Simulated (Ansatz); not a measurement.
# GaN (F-43m) in Ansatz: notebook, part 2 of 2

Ansatz 0.2.0. The steps go on from the part before.

### Step 3. Single point, PBEsol0, 10.76 Å³/atom (volume scaled by 0.94)

The input, input.yaml:

```yaml
crystal:
  lattice:
    - [0.0, 2.2074978911, 2.2074978911]
    - [2.2074978911, 0.0, 2.2074978911]
    - [2.2074978911, 2.2074978911, 0.0]
  atoms:
    - { symbol: Ga, position: [0.0, 0.0, 0.0] }
    - { symbol: "N", position: [0.25, 0.25, 0.25] }
hamiltonian:
  xc: { exchange: pbesol, correlation: pbesol, exx: { coeff: 0.25 } }
  pseudopotentials: { kind: paw }
kpoints:
  mp_grid: { grid: [5, 5, 5] }
scf:
  occupations: { method: fermi_dirac, width: 0.05 }
output:
  forces: true
  stress: true
  eigenvalues: true
```

Potentials or basis: Ansatz PAW.

Command:

```bash
ansatz run input.yaml --threads 2 --pin off --max-ram 5632MiB --backend cpu --events-out ev --progress --plain --runs-dir out
```

It took 9.9 s on 2 threads of Intel Xeon Platinum 8259CL at 2.50GHz (Skylake/Cascade Lake), shared host; peak memory 0.64 GiB.

The run converged. Its results:

```
Free energy            : -4136.3713 eV
Pressure               : 7.4 GPa
Band gap on the k mesh : 4.09 eV, direct
```

Caveat: the k mesh is coarse (spacing up to 0.49 Å⁻¹), so the values aren't converged, least of all with exact exchange; odd divisions of the mesh miss points on the zone boundary, where band edges often lie, so the gap on the mesh can be too wide; the pressure holds a Pulay correction of +0.5 GPa for the finite cutoff; the PAW data sets come from PBE, with cores solved anew for the run's functional, which leaves a small shift of forces and pressure; the thresholds are loose for stress.

### Step 4. Single point, PBEsol0, 10.99 Å³/atom (volume scaled by 0.96)

Edit input.yaml of step 3 so:

```diff
@@ -2,5 +2,5 @@
   lattice:
-    - [0.0, 2.2074978911, 2.2074978911]
-    - [2.2074978911, 0.0, 2.2074978911]
-    - [2.2074978911, 2.2074978911, 0.0]
+    - [0.0, 2.2230441631, 2.2230441631]
+    - [2.2230441631, 0.0, 2.2230441631]
+    - [2.2230441631, 2.2230441631, 0.0]
   atoms:
```

Command:

```bash
ansatz run input.yaml --threads 2 --pin off --max-ram 5632MiB --backend cpu --events-out ev --progress --plain --runs-dir out
```

Run time: 10 s. Hardware: 2 threads of Intel Xeon Platinum 8259CL at 2.50GHz (Skylake/Cascade Lake), shared host; peak memory 0.68 GiB.

The run converged. Its results:

```
Free energy            : -4136.3859 eV
Pressure               : 2.6 GPa
Band gap on the k mesh : 3.93 eV, direct
```

Caveat: the k mesh is coarse (spacing up to 0.49 Å⁻¹), so the values aren't converged, least of all with exact exchange; odd divisions of the mesh miss points on the zone boundary, where band edges often lie, so the gap on the mesh can be too wide; the pressure holds a Pulay correction of +0.5 GPa for the finite cutoff; the PAW data sets come from PBE, with cores solved anew for the run's functional, which leaves a small shift of forces and pressure; the thresholds are loose for stress.

### Step 5. Single point, PBEsol0, 11.21 Å³/atom (volume scaled by 0.98)

Edit input.yaml of step 4 so:

```diff
@@ -2,5 +2,5 @@
   lattice:
-    - [0.0, 2.2230441631, 2.2230441631]
-    - [2.2230441631, 0.0, 2.2230441631]
-    - [2.2230441631, 2.2230441631, 0.0]
+    - [0.0, 2.2383759866, 2.2383759866]
+    - [2.2383759866, 0.0, 2.2383759866]
+    - [2.2383759866, 2.2383759866, 0.0]
   atoms:
@@ -19 +19,5 @@
   eigenvalues: true
+  write_density: true
+  write_potential: true
+  elf: true
+  volumetric_format: npy
```

Command:

```bash
ansatz run input.yaml --threads 2 --pin off --max-ram 5632MiB --backend cpu --events-out ev --progress --plain --runs-dir out
```

Run time: 11 s. Hardware: 2 threads of Intel Xeon Platinum 8259CL at 2.50GHz (Skylake/Cascade Lake), shared host; peak memory 0.68 GiB.

Results (log left out):

- Free energy: -4136.3866 eV
- Pressure: -1.8 GPa
- Band gap on the k mesh: 3.78 eV, direct

Caveat: the k mesh is coarse (spacing up to 0.49 Å⁻¹), so the values aren't converged, least of all with exact exchange; odd divisions of the mesh miss points on the zone boundary, where band edges often lie, so the gap on the mesh can be too wide; the pressure holds a Pulay correction of +0.5 GPa for the finite cutoff; the PAW data sets come from PBE, with cores solved anew for the run's functional, which leaves a small shift of forces and pressure; the thresholds are loose for stress.

### Step 6. Single point, PBEsol0, 11.44 Å³/atom

Edit input.yaml of step 5 so:

```diff
@@ -2,5 +2,5 @@
   lattice:
-    - [0.0, 2.2383759866, 2.2383759866]
-    - [2.2383759866, 0.0, 2.2383759866]
-    - [2.2383759866, 2.2383759866, 0.0]
+    - [0.0, 2.2535006075, 2.2535006075]
+    - [2.2535006075, 0.0, 2.2535006075]
+    - [2.2535006075, 2.2535006075, 0.0]
   atoms:
@@ -19,5 +19 @@
   eigenvalues: true
-  write_density: true
-  write_potential: true
-  elf: true
-  volumetric_format: npy
```

Potentials or basis: Ansatz PAW.

Command:

```bash
ansatz run input.yaml --threads 2 --pin off --max-ram 5632MiB --backend cpu --events-out ev --progress --plain --runs-dir out
```

Run time: 11 s. Hardware: 2 threads of Intel Xeon Platinum 8259CL at 2.50GHz (Skylake/Cascade Lake), shared host; peak memory 0.68 GiB.

The run converged. Its results:

- Free energy: -4136.3757 eV
- Pressure: -5.8 GPa
- Band gap on the k mesh: 3.63 eV, direct

Caveat: the k mesh is coarse (spacing up to 0.48 Å⁻¹), so the values aren't converged, least of all with exact exchange; odd divisions of the mesh miss points on the zone boundary, where band edges often lie, so the gap on the mesh can be too wide; the pressure holds a Pulay correction of +0.5 GPa for the finite cutoff; the PAW data sets come from PBE, with cores solved anew for the run's functional, which leaves a small shift of forces and pressure; the thresholds are loose for stress.

### Step 7. Single point, PBEsol0, 11.67 Å³/atom (volume scaled by 1.02)

Edit input.yaml of step 6 so:

```diff
@@ -2,5 +2,5 @@
   lattice:
-    - [0.0, 2.2535006075, 2.2535006075]
-    - [2.2535006075, 0.0, 2.2535006075]
-    - [2.2535006075, 2.2535006075, 0.0]
+    - [0.0, 2.2684248875, 2.2684248875]
+    - [2.2684248875, 0.0, 2.2684248875]
+    - [2.2684248875, 2.2684248875, 0.0]
   atoms:
@@ -19 +19,5 @@
   eigenvalues: true
+  write_density: true
+  write_potential: true
+  elf: true
+  volumetric_format: npy
```

Command:

```bash
ansatz run input.yaml --threads 2 --pin off --max-ram 5632MiB --backend cpu --events-out ev --progress --plain --runs-dir out
```

Run time: 10 s. Hardware: 2 threads of Intel Xeon Platinum 8259CL at 2.50GHz (Skylake/Cascade Lake), shared host; peak memory 0.69 GiB.

Results (log left out):

- Free energy: -4136.3541 eV
- Pressure: -9.3 GPa
- Band gap on the k mesh: 3.48 eV, direct

Caveat: the k mesh is coarse (spacing up to 0.48 Å⁻¹), so the values aren't converged, least of all with exact exchange; odd divisions of the mesh miss points on the zone boundary, where band edges often lie, so the gap on the mesh can be too wide; the pressure holds a Pulay correction of +0.5 GPa for the finite cutoff; the PAW data sets come from PBE, with cores solved anew for the run's functional, which leaves a small shift of forces and pressure; the thresholds are loose for stress.

### Step 8. Single point, PBEsol0, 11.90 Å³/atom (volume scaled by 1.04)

Edit input.yaml of step 7 so:

```diff
@@ -2,5 +2,5 @@
   lattice:
-    - [0.0, 2.2684248875, 2.2684248875]
-    - [2.2684248875, 0.0, 2.2684248875]
-    - [2.2684248875, 2.2684248875, 0.0]
+    - [0.0, 2.283155332, 2.283155332]
+    - [2.283155332, 0.0, 2.283155332]
+    - [2.283155332, 2.283155332, 0.0]
   atoms:
```

Command:

```bash
ansatz run input.yaml --threads 2 --pin off --max-ram 5632MiB --backend cpu --events-out ev --progress --plain --runs-dir out
```

It took 10 s on 2 threads of Intel Xeon Platinum 8259CL at 2.50GHz (Skylake/Cascade Lake), shared host; peak memory 0.69 GiB.

Results (log left out):

```
Free energy            : -4136.3230 eV
Pressure               : -12.5 GPa
Band gap on the k mesh : 3.33 eV, direct
```

Caveat: the k mesh is coarse (spacing up to 0.48 Å⁻¹), so the values aren't converged, least of all with exact exchange; odd divisions of the mesh miss points on the zone boundary, where band edges often lie, so the gap on the mesh can be too wide; the pressure holds a Pulay correction of +0.4 GPa for the finite cutoff; the PAW data sets come from PBE, with cores solved anew for the run's functional, which leaves a small shift of forces and pressure; the thresholds are loose for stress.

### Step 9. Single point, PBEsol0, 12.13 Å³/atom (volume scaled by 1.06)

Edit input.yaml of step 8 so:

```diff
@@ -2,5 +2,5 @@
   lattice:
-    - [0.0, 2.283155332, 2.283155332]
-    - [2.283155332, 0.0, 2.283155332]
-    - [2.283155332, 2.283155332, 0.0]
+    - [0.0, 2.2976981147, 2.2976981147]
+    - [2.2976981147, 0.0, 2.2976981147]
+    - [2.2976981147, 2.2976981147, 0.0]
   atoms:
```

Potentials or basis: Ansatz PAW.

Command:

```bash
ansatz run input.yaml --threads 2 --pin off --max-ram 5632MiB --backend cpu --events-out ev --progress --plain --runs-dir out
```

Wall time 11 s (2 threads of Intel Xeon Platinum 8259CL at 2.50GHz (Skylake/Cascade Lake), shared host); peak memory 0.68 GiB.

The run converged. Its results:

```
Free energy            : -4136.2828 eV
Pressure               : -15.3 GPa
Band gap on the k mesh : 3.18 eV, direct
```

Caveat: the k mesh is coarse (spacing up to 0.47 Å⁻¹), so the values aren't converged, least of all with exact exchange; odd divisions of the mesh miss points on the zone boundary, where band edges often lie, so the gap on the mesh can be too wide; the pressure holds a Pulay correction of +0.5 GPa for the finite cutoff; the PAW data sets come from PBE, with cores solved anew for the run's functional, which leaves a small shift of forces and pressure; the thresholds are loose for stress.

### Step 10. Equation of state, PBEsol0

This step only gathers the single runs of the series.

What came out:

| Quantity | Value |
| --- | --- |
| Equilibrium volume | 11.12 Å³/atom |
| Bulk modulus | 213 GPa |
| Pressure derivative of the bulk modulus | 4.3 (rough: it moves with the points fitted) |

Energy against volume, from the lowest point:
```
volume (Å³/atom)  energy (meV/atom)
          10.757               7.66
          10.986               0.34
          11.215               0.00
          11.444               5.45
          11.673              16.24
          11.902              31.81
          12.131              51.90
```

Caveat: the k mesh is coarse (spacing up to 0.48 Å⁻¹), so the values aren't converged, least of all with exact exchange; the PAW data sets were made with another functional, which shifts forces and pressure a little.

### Step 11. Comparison with measurements

Step 2. Against the measured gap of GaN, 3.299 eV (direct; 0 K; a printed reference work, textbook), the calculated 3.60 eV is off by +0.30 eV. Spin-orbit coupling on Ga is left out. The value is that of PBEsol0, without temperature or zero-point motion. The cell is a database's relaxed one, not the measured one, which moves gaps too.
